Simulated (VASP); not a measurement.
# ZnS (P6_3mc) in VASP: single point with LDA

Aim: the single point of ZnS with LDA.

Program: VASP 6.6.1. These are calculated values, not measurements. Logs are shortened: lines on timing, memory, paths and dates and some standing lists are left out, and cuts for length are marked.

**Measured values to compare with.**

A printed reference work, monograph reports, for a bulk crystal of ZnS at 4 K: band gap 3.911 eV (direct).

How close the calculation comes is told below.

## (1) The cell of the first run

The structure is hexagonal, space group P6_3mc (No. 186). The conventional cell has a = 3.738 Å, b = 3.738 Å, c = 6.143 Å, α = 90.00°, β = 90.00°, γ = 120.00°. Within 3.0 Å of Zn (site symmetry 3m) lie 4 S at 2.29 to 2.30 Å. Within 3.0 Å of S (site symmetry 3m) lie 4 Zn at 2.29 to 2.30 Å.

## (2) Single point, LDA, collinear spin

File INCAR:

```
SYSTEM = ZnS
PREC = Accurate
ENCUT = 520
EDIFF = 1E-6
ISMEAR = 0
SIGMA = 0.02
LREAL = .FALSE.
LASPH = .TRUE.
NELM = 150
ALGO = Normal
ISIF = 2
LWAVE = .FALSE.
LCHARG = .FALSE.
ISPIN = 2
MAGMOM = 2 -1 -2 -1
LORBIT = 11
NBANDS = 30
```

File KPOINTS:

```
regular mesh
0
G
  12 12 6
  0 0 0
```

File POSCAR:

```
ZnS
1.0
    3.7381855460      0.0000000000      0.0000000000
   -1.8690927730      3.2373636469      0.0000000000
    0.0000000000      0.0000000000      6.1430624446
Zn S
2 2
Direct
    0.3333333333      0.6666666667      0.0055895217
    0.6666666667      0.3333333333      0.5055895217
    0.3333333333      0.6666666667      0.3794104783
    0.6666666667      0.3333333333      0.8794104783
```

Potentials or basis: VASP PAW LDA potentials, release 64 (Zn, S).

The run is started by

```bash
$ cat potpaw_LDA.64/Zn/POTCAR potpaw_LDA.64/S/POTCAR > POTCAR
$ mpirun -np 1 vasp_std > vasp.out
```

OUTCAR:

```text
SYSTEM = ZnS
   PREC = Accurate
   ENCUT = 520
   EDIFF = 1E-6
   ISMEAR = 0
   LREAL = .FALSE.
   LASPH = .TRUE.
   NELM = 150
   ISIF = 2
   ISPIN = 2
   LORBIT = 11

 ion  position               nearest neighbor table
   1  0.333  0.667  0.006-   4 2.29   4 2.29   4 2.29   3 2.30
   2  0.667  0.333  0.506-   3 2.29   3 2.29   3 2.29   4 2.30
   3  0.333  0.667  0.379-   2 2.29   2 2.29   2 2.29   1 2.30
   4  0.667  0.333  0.879-   1 2.29   1 2.29   1 2.29   2 2.30

  LATTYP: Found a hexagonal cell.
 ALAT       =     3.7381855460
 C/A-ratio  =     1.6433273226

  Lattice vectors:

 A1 = (   3.7381855460,   0.0000000000,   0.0000000000)
 A2 = (  -1.8690927730,   3.2373636469,   0.0000000000)
 A3 = (   0.0000000000,   0.0000000000,   6.1430624446)

Analysis of symmetry for initial positions (statically):
=====================================================================
 Subroutine PRICEL returns:
 Original cell was already a primitive cell.

 Routine SETGRP: Setting up the symmetry group for a
 hexagonal supercell.

 Subroutine GETGRP returns: Found 12 space group operations
 (whereof  6 operations were pure point group operations)
 out of a pool of 24 trial point group operations.

The static configuration has the point symmetry C_3v.
 The point group associated with its full space group is C_6v.

Analysis of symmetry for dynamics (positions and initial velocities):
=====================================================================
 Subroutine PRICEL returns:
 Original cell was already a primitive cell.

 Routine SETGRP: Setting up the symmetry group for a
 hexagonal supercell.

 Subroutine GETGRP returns: Found 12 space group operations
 (whereof  6 operations were pure point group operations)
 out of a pool of 24 trial point group operations.

The dynamic configuration has the point symmetry C_3v.
 The point group associated with its full space group is C_6v.

Analysis of structural, dynamic, and magnetic symmetry:
=====================================================================
 Subroutine PRICEL returns:
 Original cell was already a primitive cell.

 Routine SETGRP: Setting up the symmetry group for a
 hexagonal supercell.

 Subroutine GETGRP returns: Found  6 space group operations
 (whereof  6 operations were pure point group operations)
 out of a pool of 24 trial point group operations.

The overall configuration has the point symmetry C_3v.

 Subroutine INISYM returns: Found  6 space group operations
 (whereof  6 operations are pure point group operations),
 and found     1 'primitive' translations

----------------------------------------------------------------------------------------

                                     Primitive cell

  volume of cell :      74.3425

  direct lattice vectors                    reciprocal lattice vectors
     3.738185546  0.000000000  0.000000000     0.267509461  0.154446659  0.000000000
    -1.869092773  3.237363647  0.000000000     0.000000000  0.308893318  0.000000000
     0.000000000  0.000000000  6.143062445     0.000000000  0.000000000  0.162785257

  length of vectors
     3.738185546  3.738185546  6.143062445     0.308893318  0.308893318  0.162785257

  position of ions in fractional coordinates (direct lattice)
     0.333333333  0.666666667  0.005589522
     0.666666667  0.333333333  0.505589522
     0.333333333  0.666666667  0.379410478
     0.666666667  0.333333333  0.879410478

  ion indices of the primitive-cell ions
   primitive index   ion index
                 1           1
                 2           2
                 3           3
                 4           4

----------------------------------------------------------------------------------------

 KPOINTS: regular mesh

Automatic generation of k-mesh.
 Grid dimensions read from file:
 generate k-points for:   12   12    6

 Generating k-lattice:

  Cartesian coordinates                     Fractional coordinates (reciprocal lattice)
     0.022292455  0.012870555  0.000000000     0.083333333  0.000000000  0.000000000
     0.000000000  0.025741110  0.000000000     0.000000000  0.083333333  0.000000000
     0.000000000  0.000000000  0.027130876     0.000000000  0.000000000  0.166666667

  Length of vectors
     0.025741110  0.025741110  0.027130876

  Shift w.r.t. Gamma in fractional coordinates (k-lattice)
     0.000000000  0.000000000  0.000000000

 Subroutine IBZKPT returns following result:
 ===========================================

 Found    100 irreducible k-points:

 Following reciprocal coordinates:
            Coordinates               Weight
  0.000000  0.000000  0.000000      1.000000
  0.083333  0.000000  0.000000      6.000000
  0.166667  0.000000  0.000000      6.000000
  0.250000 -0.000000  0.000000      6.000000
  0.333333  0.000000  0.000000      6.000000
  0.416667  0.000000  0.000000      6.000000
[... 16 lines left out ...]
  0.166667  0.000000  0.166667      6.000000
  0.000000  0.166667  0.166667      6.000000
 [... further k-points ...]
   k-points           NKPTS =    100   k-points in BZ     NKDIM =    100   number of bands    NBANDS=     30
   number of dos      NEDOS =    301   number of ions     NIONS =      4
   total plane-waves  NPLWV =  37632
   dimension x,y,z NGX =    28 NGY =   28 NGZ =   48
   dimension x,y,z NGXF=    56 NGYF=   56 NGZF=   96
   ions per type =               2   2
   NGX,Y,Z   is equivalent  to a cutoff of  12.45, 12.45, 12.99 a.u.
   NGXF,Y,Z  is equivalent  to a cutoff of  24.90, 24.90, 25.98 a.u.
 SYSTEM =  ZnS
   PREC   = accura    normal or accurate (medium, high low for compatibility)
   ISTART =      0    job   : 0-new  1-cont  2-samecut
   ICHARG =      2    charge: 1-file 2-atom 10-const
   ISPIN  =      2    spin polarized calculation?
   LNONCOLLINEAR =      F non collinear calculations
   LSORBIT =      F    spin-orbit coupling
   LASPH  =      T    aspherical Exc in radial PAW
   ENCUT  =  520.0 eV  38.22 Ry    6.18 a.u.   6.95  6.95 11.42*2*pi/ulx,y,z
   NELM   =    150;   NELMIN=  2; NELMDL= -5     # of ELM steps
   EDIFF  = 0.1E-05   stopping-criterion for ELM
   LREAL  =      F    real-space projection
   EDIFFG = 0.1E-04   stopping-criterion for IOM
   NSW    =      0    number of steps for IOM
   IBRION =     -1    ionic relax: 0-MD 1-quasi-New 2-CG
   NFREE  =      0    steps in history (QN), initial steepest desc. (CG)
   ISIF   =      2    stress and relaxation
   ISYM   =      2    0-nonsym 1-usesym 2-fastsym
   POTIM  = 0.5000    time-step for ionic-motion
   TEBEG  =    0.0;   TEEND  =   0.0 temperature during run
   PSTRESS=    0.0 pullay stress
   NELECT =      36.0000    total number of electrons
   NUPDOWN=      -1.0000    fix difference up-down
   EMIN   =  10.00;   EMAX   =-10.00  energy-range for DOS
   EFERMI =   0.00;   METHOD = LEGACY
   ISMEAR =     0;   SIGMA  =   0.02  broadening in eV -4-tet -1-fermi 0-gaus
   EFERMI_NEDOS =   21; number of points for ismear=-14 and -15
   IALGO  =     38    algorithm
   IMIX   =      4    mixing-type and parameters
     AMIX     =   0.40;   BMIX     =  1.00
     AMIX_MAG =   1.60;   BMIX_MAG =  1.00
  volume/ion in A,a.u.               =      18.59       125.42
  Fermi-wavevector in a.u.,A,eV,Ry     =   1.285573  2.429380 22.486303  1.652697
  Thomas-Fermi vector in A             =   2.417699
   LORBIT       =     11    0 simple, 1 ext, 2 COOP (PROOUT), +10 PAW based schemes
   GGA     = CA    functional components
   LHFCALC =     F    Hartree Fock is set to
   AEXX    =    0.0000 exact exchange contribution
   IVDW    =     0    specifies the selected vdW correction
   LEPSILON=     F    determine dielectric tensor
   LRPA    =     F    only Hartree local field effects (RPA)
 spin polarized calculation
 Gauss-broadening in eV      SIGMA  =   0.02
  energy-cutoff  :      520.00
  volume of cell :       74.34
 maximum number of plane-waves:      2020
   NGX = 13   NGY = 13   NGZ = 23

 number of electron      36.0000016 magnetization      -0.1167570

 number of electron      36.0000015 magnetization       0.0001994

 Free energy of the ion-electron system (eV)
  ---------------------------------------------------
  ext. energy  EPLUGINS =         0.00000000
  ---------------------------------------------------
  free energy    TOTEN  =       -16.40298027 eV

  energy without entropy =      -16.40298027  energy(sigma->0) =      -16.40298027

 E-fermi :   2.6368     XC(G=0): -10.3088

 val. band max:        2.5316282266   @ k =   0.0000   0.0000   0.0000
 cond. band min:       4.7575580733   @ k =   0.0000   0.0000   0.0000
 fundamental gap:      2.2259298466
 Fermi energy:         2.6368213555

 spin component 1

 k-point     1 :       0.0000    0.0000    0.0000
  band No.  band energies     occupation
      1     -11.0438      1.00000
      2      -9.9766      1.00000
      3      -4.2366      1.00000
      4      -4.2165      1.00000
      5      -4.2165      1.00000
      6      -4.1273      1.00000
[... 22 lines left out ...]
     29      13.6657      0.00000
     30      14.7845      0.00000

 k-point     2 :       0.0833    0.0000    0.0000
  band No.  band energies     occupation
      1     -10.9906      1.00000
      2      -9.9460      1.00000
      3      -4.2308      1.00000
      4      -4.2171      1.00000
      5      -4.2060      1.00000
      6      -4.1231      1.00000
[... 22 lines left out ...]
     29      14.4090      0.00000
     30      15.0486      0.00000

 k-point     3 :       0.1667    0.0000    0.0000
  band No.  band energies     occupation
      1     -10.8378      1.00000
      2      -9.8630      1.00000
      3      -4.2388      1.00000
      4      -4.1954      1.00000
      5      -4.1790      1.00000
      6      -4.1045      1.00000
[... 682 lines left out ...]
     29      15.1788      0.00000
     30      15.8709      0.00000

 k-point    24 :       0.0000    0.1667    0.1667
  band No.  band energies     occupation
      1     -10.7816      1.00000
      2      -9.9395      1.00000
      3      -4.2493      1.00000
      4      -4.1909      1.00000
      5      -4.1735      1.00000
      6      -4.1161      1.00000
[... 22 lines left out ...]
     29      15.1788      0.00000
     30      15.8593      0.00000

 [... further k-points ...]

 spin component 2

 k-point     1 :       0.0000    0.0000    0.0000
  band No.  band energies     occupation
      1     -11.0437      1.00000
      2      -9.9765      1.00000
      3      -4.2366      1.00000
      4      -4.2164      1.00000
      5      -4.2164      1.00000
      6      -4.1272      1.00000
[... 22 lines left out ...]
     29      13.6658      0.00000
     30      14.7845      0.00000

 k-point     2 :       0.0833    0.0000    0.0000
  band No.  band energies     occupation
      1     -10.9906      1.00000
      2      -9.9460      1.00000
      3      -4.2308      1.00000
      4      -4.2171      1.00000
      5      -4.2059      1.00000
      6      -4.1231      1.00000
[... 22 lines left out ...]
     29      14.4092      0.00000
     30      15.0594      0.00000

 k-point     3 :       0.1667    0.0000    0.0000
  band No.  band energies     occupation
      1     -10.8378      1.00000
      2      -9.8630      1.00000
      3      -4.2387      1.00000
      4      -4.1954      1.00000
      5      -4.1789      1.00000
      6      -4.1045      1.00000
[... 682 lines left out ...]
     29      15.1789      0.00000
     30      15.8752      0.00000

 k-point    24 :       0.0000    0.1667    0.1667
  band No.  band energies     occupation
      1     -10.7815      1.00000
      2      -9.9395      1.00000
      3      -4.2493      1.00000
      4      -4.1909      1.00000
      5      -4.1735      1.00000
      6      -4.1160      1.00000
[... 22 lines left out ...]
     29      15.1789      0.00000
     30      15.8714      0.00000

 [... further k-points ...]

------------------------ aborting loop because EDIFF is reached ----------------------------------------

  FORCE on cell =-STRESS in cart. coord.  units (eV):
  Direction    XX          YY          ZZ          XY          YZ          ZX
  --------------------------------------------------------------------------------------
  -------------------------------------------------------------------------------------
  Total        0.1086999      0.1086999      0.1133918      0.0000000     -0.0000000      0.0000000
  in kB        2.3426237      2.3426237      2.4437398      0.0000000     -0.0000000      0.0000000
  external PRESSURE =       2.3763291 kB  Pullay stress =       0.0000000 kB

 VOLUME and BASIS-vectors are now :
 -----------------------------------------------------------------------------
  energy-cutoff  :      520.00
  volume of cell :       74.34
      direct lattice vectors                 reciprocal lattice vectors
     3.738185546  0.000000000  0.000000000     0.267509461  0.154446659  0.000000000
    -1.869092773  3.237363647  0.000000000     0.000000000  0.308893318  0.000000000
     0.000000000  0.000000000  6.143062445     0.000000000  0.000000000  0.162785257

 POSITION                                       TOTAL-FORCE (eV/Angst)
 -----------------------------------------------------------------------------------
     -0.00000      2.15824      0.03434        -0.000000      0.000000      0.000609
      1.86909      1.07912      3.10587        -0.000000     -0.000000      0.000682
     -0.00000      2.15824      2.33074        -0.000000     -0.000000     -0.000652
      1.86909      1.07912      5.40227         0.000000     -0.000000     -0.000638
 -----------------------------------------------------------------------------------
    total drift:                               -0.000001     -0.000001     -0.000493

  FREE ENERGIE OF THE ION-ELECTRON SYSTEM (eV)
  ---------------------------------------------------
  free  energy   TOTEN  =       -16.4029802676 eV

  energy  without entropy=      -16.4029802676  energy(sigma->0) =      -16.40298027

 total charge

# of ion       s       p       d       tot
------------------------------------------
    1        0.549   0.540   9.805  10.894
    2        0.549   0.540   9.805  10.894
    3        1.312   2.445   0.000   3.757
    4        1.312   2.445   0.000   3.757
--------------------------------------------------
tot          3.721   5.970  19.610  29.302

 magnetization (x)

# of ion       s       p       d       tot
------------------------------------------
    1        0.000   0.000  -0.000   0.000
    2       -0.000  -0.000   0.000  -0.000
    3        0.000  -0.000   0.000  -0.000
    4       -0.000  -0.000   0.000  -0.000
--------------------------------------------------
tot          0.000  -0.000  -0.000  -0.000
```

Run time: 3.5 min. Hardware: 1 thread of Intel Xeon 6975P-C (Granite Rapids), shared host; peak memory 0.38 GiB.

Results:

| Item | Value |
| --- | --- |
| Free energy | -16.4030 eV |
| Pressure | 0.2 GPa |
| Band gap on the k mesh | 2.23 eV |
| Net moment | 0.00 μB per cell |
| Valence electrons inside the program's atomic spheres | Zn 10.89; S 3.76 |

## (3) How close it comes

Step 2. Against the measured gap of ZnS, 3.911 eV (direct; 4 K; a printed reference work, monograph), the calculated 2.23 eV is off by -1.69 eV. The value is that of LDA on a finite k mesh, which can miss the band edges, without temperature or zero-point motion. Semilocal functionals fall short of measured gaps as a rule.
